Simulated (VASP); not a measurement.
Crystal: TaS2.

```xyz
3
Lattice="3.3500 0.0000 0.0000 -1.6750 2.9012 0.0000 0.0000 0.0000 5.8600" Properties=species:S:1:pos:R:3 pbc="T T T"
Ta    0.0000    0.0000    0.0000
S     1.6750    0.9671    4.3950
S     0.0000    1.9341    1.4650
```

Program: VASP 6.6.1. Alike in all runs: cell as given; cutoff (eV) 520. Hardware: 1 thread of Intel(R) Xeon(R) Platinum 8488C (Sapphire Rapids) (shared host).

Question: Order these runs on this cell by their wall time, lowest first.
A. task single point; level PBE; potentials or basis VASP PAW PBE potentials, release 64 (Ta_pv, S); spin off; k mesh 9 × 9 × 5; smearing gaussian 0.024 eV
B. task band structure; level LDA; potentials or basis VASP PAW LDA potentials, release 64 (Ta_pv, S); spin SOC, no magnetisation; k mesh 7 × 7 × 4; smearing fermi-dirac 0.05 eV
C. task band structure; level PBE; potentials or basis VASP PAW PBE potentials, release 64 (Ta_pv, S); spin off; k mesh 9 × 9 × 5; smearing fermi-dirac 0.05 eV
D. task band structure; level TB-mBJ; potentials or basis VASP PAW PBE potentials, release 64 (Ta_pv, S); spin SOC, no magnetisation; k mesh 7 × 7 × 4; smearing fermi-dirac 0.05 eV

Answer: A (33 s), C (130 s), B (370 s), D (1700 s).
